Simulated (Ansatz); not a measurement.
GaAs: modes against the lattice constant

Level of theory: Ansatz, DFT PBEsol, scalar-relativistic, plane waves, PAW. Cutoff 420 eV, 12×12×12 k-points (Γ-centred), Fermi-Dirac smearing of 0.15 eV. No spin polarisation. Phonons by linear response, acoustic sum rule imposed.

The cell is fixed (symmetry leaves no force on the atoms) and stands under -1.9 GPa:
```cif
data_structure
_symmetry_space_group_name_H-M 'P 1'
_symmetry_Int_Tables_number 1
_cell_length_a 3.3404
_cell_length_b 3.3404
_cell_length_c 3.3404
_cell_angle_alpha 90.000
_cell_angle_beta 90.000
_cell_angle_gamma 90.000
_cell_volume 37.27
loop_
_atom_site_label
_atom_site_type_symbol
_atom_site_fract_x
_atom_site_fract_y
_atom_site_fract_z
_atom_site_occupancy
Ga1 Ga 0.00000 0.00000 0.00000 1
As1 As 0.50000 0.50000 0.50000 1
```

The cell is the ideal cubic caesium chloride prototype; this isn't the usual structure of the compound. In a metal, frequencies and elastic constants depend on the k mesh and the smearing, soft modes and shear constants most.

How do the optical zone-centre modes (counted from the lowest optical one, degenerate ones once; i marks imaginary ones) of this metal change over a = 3.272 and 3.340 Å (k meshes 14×14×14, 12×12×12)?

## Answers

```csv
a (Å),3.272,3.340
pressure (GPa),2.6,-1.9
mode 1 (cm⁻¹),105,82
```

Cost: 2 runs of about 1.5 core-minutes in all, on Arm Neoverse V2 (shared hosts).